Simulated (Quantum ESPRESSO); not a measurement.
TiC:

```
Ti C
1.0
     0.00000    2.16572    2.16572
     2.16572    0.00000    2.16572
     2.16572    2.16572    0.00000
Ti C
1 1
Direct
  0.00000 0.00000 0.00000
  0.50000 0.50000 0.50000
```

The cell is a database's computed one.

Base run:

```yaml
Program: Quantum ESPRESSO 7.5
Functional: PBEsol
Potentials_or_basis: SSSP 1.3 efficiency PBE
Cutoff: 748 eV
Density_cutoff: 5987 eV
k_mesh: 11 × 11 × 11
Occupations: fermi-dirac, width 0.05 eV
Spin: no spin polarisation
Hubbard_terms: Ti d U = 6 eV
```

Its results: band gap on the k mesh none (metal or under the smearing width); pressure 5.5 GPa.

Task: The run is repeated on the same cell with these changes: hubbard terms from Ti d U = 6 eV to Ti d U = 2 eV. What comes out?

Result: Band gap on the k mesh none (metal or under the smearing width); pressure -3.1 GPa.

Caveats: the potentials were made for another functional, which shifts forces and pressure; U without spin polarisation on a metal has little footing; the U is typed as a test and isn't derived for this compound.
